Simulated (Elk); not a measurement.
# Collinear magnetic orders of FeGe with Elk, part 2 of 2

A self-consistent run ends on one state, which hangs on the start. Several orders of FeGe are started in Elk and their energies compared.

Elk 11.2.3 (patched build); PBE; all-electron APW+lo, Dirac cores, scalar-relativistic bands.

So far. Step 2 (Run 1 (ferro +++)): After 21 cycles the largest moment stands at 1.49 μB.

## 3. Run 2 (ferri ++-)

Another pattern of signs weighs the neighbour shells otherwise.

Contents of elk.in:

```
tasks
  0

xctype
  20

rgkmax
  7.0

nempty
  8

swidth
  0.003675

reducebf
  0.5

epsengy
  1e-05

maxscl
  100

lmaxi
  3

spinpol
  .true.

sppath
  './'

avec
  9.44409969445 0.00000000000 0.00000000000
  -4.72204984723 8.17883025124 0.00000000000
  0.00000000000 0.00000000000 7.77766174582

atoms
  2
  'Fe.in'
  3
  0.5000000000 0.0000000000 0.0000000000   0.000000 0.000000 -0.140000
  0.5000000000 0.5000000000 0.0000000000   0.000000 0.000000 -0.140000
  0.0000000000 0.5000000000 0.0000000000   0.000000 0.000000 0.140000
  'Ge.in'
  3
  0.0000000000 0.0000000000 0.0000000000   0.000000 0.000000 0.000000
  0.3333333300 0.6666666700 0.5000000000   0.000000 0.000000 0.000000
  0.6666666700 0.3333333300 0.5000000000   0.000000 0.000000 0.000000

ngridk
  10 10 12
```

Command:

```sh
OMP_NUM_THREADS=4 elk
```

Numbers of over 12 decimals in the logs are rounded to 6 here.

The program printed:

```text
Warning(init1): few empty states an atom for a second variation :    8.000000000
 they are its basis, with spin, DFT+U, afieldc (12 by default), in Hartree-Fock and RDMFT; 30 and more for pressures
Warning(gndstate): core states of species 2 leak from the muffin-tin :   0.4825773892E-03

--- INFO.OUT ---
┌─────────────────────────┐
│ Elk code version 11.2.3 │
└─────────────────────────┘

All units are atomic (Hartree, Bohr, etc.)

┌─────────────────────────────────────────────────┐
│ Ground-state run starting from atomic densities │
└─────────────────────────────────────────────────┘

Lattice vectors :
   9.444099694       0.000000000       0.000000000
  -4.722049847       8.178830251       0.000000000
   0.000000000       0.000000000       7.777661746

Species : 1 (Fe)
 parameters loaded from : Fe.in
 name : iron
 nuclear charge    :   -26.00000000
 electronic charge :    26.00000000
 atomic mass :    101799.2075
 muffin-tin radius :    2.336024924
 number of radial points in muffin-tin :    993
 inner part over the whole radius :   0.9975523402E-02
 number on inner part of muffin-tin    :    700
 approximate nuclear radius :   0.7160107270E-04
 number of mesh points to nuclear radius :    332
 atomic positions (lattice), magnetic fields (Cartesian) :
  1 :   0.00000000  0.00000000  0.00000000    0.00000000  0.00000000 -0.14000000
  2 :   0.00000000  0.50000000  0.00000000    0.00000000  0.00000000 -0.14000000
  3 :   0.50000000  0.50000000  0.00000000    0.00000000  0.00000000  0.14000000

Species : 2 (Ge)
 parameters loaded from : Ge.in
 name : germanium
 nuclear charge    :   -32.00000000
 electronic charge :    32.00000000
 atomic mass :    132414.6196
 muffin-tin radius :    2.336024924
 number of radial points in muffin-tin :    993
 inner part over the whole radius :   0.9985464432E-02
 number on inner part of muffin-tin    :    702
 approximate nuclear radius :   0.7637961215E-04
 number of mesh points to nuclear radius :    341
 atomic positions (lattice), magnetic fields (Cartesian) :
  1 :   0.50000000  0.00000000  0.00000000    0.00000000  0.00000000  0.00000000
  2 :  -0.16666667 -0.33333333  0.50000000    0.00000000  0.00000000  0.00000000
  3 :   0.16666667  0.33333333  0.50000000    0.00000000  0.00000000  0.00000000

Total number of atoms per unit cell :    6
Total muffin-tin volume :    320.3850746
 ratio of muffin-tin to unit cell volume :   0.5332998563

Spin treatment :
 spin-polarised
 global magnetic field (Cartesian) :    0.000000000       0.000000000       0.000000000
 collinear magnetisation in z-direction

Number of Bravais lattice symmetries :   24
Number of crystal symmetries         :    8
Crystal has inversion symmetry
Real symmetric eigensolver will be used

k-point grid :     10    10    12
k-point offset :    0.000000000       0.000000000       0.000000000
k-point set is reduced with full crystal symmetry group
Total number of k-points :      217

Muffin-tin radius times maximum |G+k| :    7.000000000
 using average radius
Maximum |G+k| for APW functions       :    2.996543371
Maximum (1/2)|G+k|²                   :    4.489636088
Maximum |G| for potential and density :    12.00000000
Constant for pseudocharge density :    7
 order of it for each species :   14  14
 order of it for pair densities of each species (exact exchange by exxq0 0: 14) :   10  10
Radial integration step length :    1

G-vector grid sizes :     40    40    30
Number of G-vectors :    17501

Maximum angular momentum used for
 APW functions            :    8
 outer part of muffin-tin :    6
 inner part of muffin-tin :    3

Number of empty states         :     48
Total number of valence states :    188
Total number of core states    :     84

Third-order local-orbitals added for an l without core states : T
Total number of local-orbitals :    129

Exchange-correlation functional :     20     0     0
 Perdew-Burke-Ernzerhof, Phys. Rev. Lett. 77, 3865 (1996)
 gradient requirement :    1
 generalised gradient approximation (GGA)

Smearing type :    3
 Fermi-Dirac
Smearing width :   0.3675000000E-02
Effective electronic temperature (K) :    1160.473216

Mixing type :    3
 Broyden mixing, J. Phys. A: Math. Gen. 17, L317 (1984)

Kohn-Sham potential initialised from atomic data

┌──────────────────────────────┐
│ Self-consistent loop started │
└──────────────────────────────┘

┌─────────────────┐
│ Loop number : 1 │
└─────────────────┘

Energies :
 Fermi                       :     0.141486
 sum of occupied eigenvalues :     -5846.7974011770
 electron kinetic            :      10307.041819353
 core electron kinetic       :      9408.1962430377
 Coulomb                     :     -20014.942607767
 Coulomb potential           :     -15586.505691701
 nuclear-nuclear             :     -1509.5448382525
 electron-nuclear            :     -21471.743618473
 Hartree                     :      2966.3458489591
 Madelung                    :     -12221.689761916
 xc potential                :     -567.06733366684
 xc effective B-field        :    -0.175945
 external B-field            :      0.000000
 exchange                    :     -399.95980384230
 correlation                 :     -8.377131
 electron entropic           :    -0.59233148307581E-02
 total energy                :     -10116.243646313
 (external B-field energy excluded from total)

Density of states at Fermi energy :    130.3608749
 (states/Hartree/unit cell)

Estimated indirect band gap :   0.2645971231E-04
 from k-point 44 to k-point 155
Estimated direct band gap   :   0.6234576325E-03
 at k-point 155

Charges :
 core                        :    84.00000000
 valence                     :    90.00000000
 interstitial                :    6.613592867
 muffin-tins (core leakage)
  species : 1 (Fe)
   atom 1                    :    25.68882842     ( -0.2242532187E-06)
   atom 2                    :    25.68882842     ( -0.2242532187E-06)
   atom 3                    :    25.94176526     ( -0.2242531263E-06)
  species : 2 (Ge)
   atom 1                    :    29.99620639     (  0.5040456800E-03)
   atom 2                    :    30.03538932     (  0.5071261849E-03)
   atom 3                    :    30.03538932     (  0.5071261849E-03)
 total in muffin-tins        :    167.3864071
 total calculated charge     :    173.9971430
 total charge                :    174.0000000
 error                       :   0.2856953132E-02

Moments :
 interstitial                :  -0.7374041527E-01
 muffin-tins
  species : 1 (Fe)
   atom 1                    :    1.783611569
   atom 2                    :    1.783611569
   atom 3                    :   -1.557834651
  species : 2 (Ge)
   atom 1                    :  -0.3368379181E-01
   atom 2                    :  -0.2927432881E-01
   atom 3                    :  -0.2927432881E-01
 total in muffin-tins        :    1.917156037
 total moment                :    1.843415622

[... earlier loops left out ...]

┌──────────────────┐
│ Loop number : 39 │
└──────────────────┘

Energies :
 Fermi                       :     0.293608
 sum of occupied eigenvalues :     -5828.2892666331
 electron kinetic            :      10300.330303526
 core electron kinetic       :      9407.9815355387
 Coulomb                     :     -20008.830528150
 Coulomb potential           :     -15599.420311263
 nuclear-nuclear             :     -1509.5448382525
 electron-nuclear            :     -21445.961999312
 Hartree                     :      2946.6763094148
 Madelung                    :     -12209.120372518
 xc potential                :     -529.08983397827
 xc effective B-field        :    -0.109425
 external B-field            :      0.000000
 exchange                    :     -398.80903965325
 correlation                 :     -8.373114
 electron entropic           :    -0.81160421138194E-02
 total energy                :     -10115.690494773
 (external B-field energy excluded from total)

Density of states at Fermi energy :    186.5780340
 (states/Hartree/unit cell)

Estimated indirect band gap :   0.3529182987E-04
 from k-point 154 to k-point 57
Estimated direct band gap   :   0.2873971205E-03
 at k-point 111

Charges :
 core                        :    84.00000000
 valence                     :    90.00000000
 interstitial                :    7.363181894
 muffin-tins (core leakage)
  species : 1 (Fe)
   atom 1                    :    25.13527101     ( -0.2242530321E-06)
   atom 2                    :    25.13527101     ( -0.2242530321E-06)
   atom 3                    :    25.11508286     ( -0.2242530872E-06)
  species : 2 (Ge)
   atom 1                    :    30.39373461     (  0.4807012315E-03)
   atom 2                    :    30.42872932     (  0.4825773892E-03)
   atom 3                    :    30.42872932     (  0.4825773892E-03)
 total in muffin-tins        :    166.6368181
 total calculated charge     :    173.9973295
 total charge                :    174.0000000
 error                       :   0.2670536665E-02

Moments :
 interstitial                :  -0.1980536903E-01
 muffin-tins
  species : 1 (Fe)
   atom 1                    :    1.012573343
   atom 2                    :    1.012573343
   atom 3                    :   -1.704693790
  species : 2 (Ge)
   atom 1                    :  -0.7280474384E-02
   atom 2                    :  -0.9370300260E-02
   atom 3                    :  -0.9370300260E-02
 total in muffin-tins        :   0.2944318213
 total moment                :   0.2746264523

┌──────────────────────────────┐
│ Self-consistent loop stopped │
└──────────────────────────────┘

Warning : core states of species 2 leak from the muffin-tin :   0.4825773892E-03

Wrote STATE.OUT
```

Wall time 67 min (4 threads of Arm Neoverse V1, shared host); peak memory 0.78 GiB.

Spin moment in the muffin-tin sphere by atom:

| atom | spin moment in the muffin-tin sphere (μB) |
| --- | --- |
| Fe1 | 1.01 |
| Fe2 | 1.01 |
| Fe3 | -1.70 |
| Ge4 | -0.01 |
| Ge5 | -0.01 |
| Ge6 | -0.01 |

This step gave:

```yaml
density_of_states_at_the_fermi_level: 6.857 states/eV/cell
moment_between_the_spheres: -0.01980 μB
magnetization: 0.2746 μB
final_state: ferrimagnetic
```

It lies 128 meV a seeded atom over the first start, and its largest moment is 1.70 μB against 1.49 μB.

## 4. Start 3: no spin polarisation

A run without seeds gives the energy of the state without moments.

elk.in, as its differences from that of step 3:

```diff
@@ -15,5 +15,2 @@
 
-reducebf
-  0.5
-
 epsengy
@@ -26,5 +23,2 @@
   3
-
-spinpol
-  .true.
 
@@ -42,5 +36,5 @@
   3
-  0.5000000000 0.0000000000 0.0000000000   0.000000 0.000000 -0.140000
-  0.5000000000 0.5000000000 0.0000000000   0.000000 0.000000 -0.140000
-  0.0000000000 0.5000000000 0.0000000000   0.000000 0.000000 0.140000
+  0.5000000000 0.0000000000 0.0000000000   0.000000 0.000000 0.000000
+  0.5000000000 0.5000000000 0.0000000000   0.000000 0.000000 0.000000
+  0.0000000000 0.5000000000 0.0000000000   0.000000 0.000000 0.000000
   'Ge.in'
```

Command:

```sh
OMP_NUM_THREADS=4 elk
```

The program printed:

```text
Warning(gndstate): core states of species 2 leak from the muffin-tin :   0.4822522499E-03

--- INFO.OUT ---
┌─────────────────────────┐
│ Elk code version 11.2.3 │
└─────────────────────────┘

All units are atomic (Hartree, Bohr, etc.)

┌─────────────────────────────────────────────────┐
│ Ground-state run starting from atomic densities │
└─────────────────────────────────────────────────┘

Lattice vectors :
   9.444099694       0.000000000       0.000000000
  -4.722049847       8.178830251       0.000000000
[...]
species : 2 (Ge)
   atom 1                    :    30.38214476     (  0.4799923642E-03)
   atom 2                    :    30.42321872     (  0.4822522499E-03)
   atom 3                    :    30.42321872     (  0.4822522499E-03)
 total in muffin-tins        :    166.6480798
 total calculated charge     :    173.9973115
 total charge                :    174.0000000
 error                       :   0.2688516116E-02

┌──────────────────────────────┐
│ Self-consistent loop stopped │
└──────────────────────────────┘

Warning : core states of species 2 leak from the muffin-tin :   0.4822522499E-03

Wrote STATE.OUT

[key lines of the parts left out:]
total energy                :     -10115.681192804
```

Wall time 1.9 min (4 threads); peak memory 0.27 GiB.

Numbers from this step:

* density of states at the Fermi level: 12.91 states/eV/cell
* final state: non-magnetic (no spin polarisation)

It lies 213 meV a seeded atom over the first start.

## 5. Ranking

These are free energies at a smearing of 0.1 eV, so its entropy term is in the differences. They are divided by the number of seeded atoms, so that cells of unlike size compare.

Orders:

| start | final state | typed order kept | energy over the lowest (meV a seeded atom) | largest sphere moment (μB) | net moment (μB a primitive cell) | DOS at the Fermi level (states/eV a primitive cell) | mesh matched | CPU time (s) |
| --- | --- | --- | --- | --- | --- | --- | --- | --- |
| ferro +++ | ferromagnetic | yes | 0 | 1.49 | 4.17 | 4.883 | yes | 3976 |
| ferri ++- | ferrimagnetic | yes | 128.3 | 1.705 | 0.2746 | 6.857 | yes | 16004 |
| no spin polarisation | non-magnetic | - | 212.7 | 0 | 0 | 12.91 | yes | 444.2 |

## 6. Summary of results

| Quantity | Value |
| --- | --- |
| lowest state found | ferromagnetic (typed ferro +++) |
| largest site moment | 1.49 μB |
| next state | ferrimagnetic, 128 meV a seeded atom higher |
| energy gained by spin polarisation | 213 meV a seeded atom |

The lowest state found is ferromagnetic, reached from the start ferro +++, with moments up to 1.49 μB. The next state costs 128 meV a seeded atom. Only 3 starts are shown; other collinear patterns, canted and longer-period orders are not.

[Logs and program files are shortened in this print: banners, set-up blocks, solver, clock and traceback lines can be left out without a mark of their own.]

[Logs are printed without paths, hosts, clocks, repeated set-up lines and the standing remarks that a program may print on its own settings, such as how far it seeks lower states.]

[Hosts, paths, dates, database ids (printed as entryN), source tags and the programs' standing remarks are cut or masked in the printed files.]

[Where a cell is said to come from a database of computed structures, the database is the Materials Project.]
